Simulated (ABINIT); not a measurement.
Input of an ABINIT 10.8.3 (patched build) run:

File run.abi:

```
# Pseudopotentials
pp_dirpath "./"
pseudos "Co.upf, O.upf"

# Structure
acell 2.9485875075 2.9485875075 2.9485875058 Angstrom
rprim
     0.4999991814     0.2886746613     0.8164972496
    -0.4999991814     0.2886746613     0.8164972496
     0.0000000000    -0.5773493229     0.8164972500
ntypat 2
znucl 27 8
natom 2
typat 1 2
xred
     0.0000000000     0.0000000000     0.0000000000
     0.5000000000     0.5000000000     0.5000000000
chkprim 0
chksymtnons 0
tolsym 1.0e-6

# Plane-wave basis
ecut 48.0

# k points
kptopt 1
ngkpt 8 8 8
nshiftk 1
shiftk 0.0 0.0 0.0

# Exchange and correlation
ixc -116133

# Bands and occupations
nband 16
occopt 3
tsmear 0.05 eV

# Spin
nsppol 2
spinat
     0.0000000000     0.0000000000     2.0000000000
     0.0000000000     0.0000000000     0.0000000000

# SCF cycle
nstep 100
tolvrs 1.0e-10

# Output
iomode 3
prtwf 0
prtden 0
prteig 0
prtebands 0
enunit 1
```

Potentials or basis: PseudoDojo NC SR PBEsol v0.4.1 standard.

Run with:

```console
$ mpirun --bind-to none -np 4 abinit run.abi > log 2>&1
```

Task: What does it give for the band gap on the k mesh?

Result: None (metal or under the smearing width).

Task: What does it give for the site moments?

Result: Co +2.47; O +0.34 μB.

Task: Predict the pressure.

Result: -0.1 GPa.

Caveat: a cell with one magnetic atom can't hold antiferromagnetic order, which such compounds often take; semilocal functionals often make such compounds metallic where correlation or magnetic order opens a gap, which also shifts bond lengths.
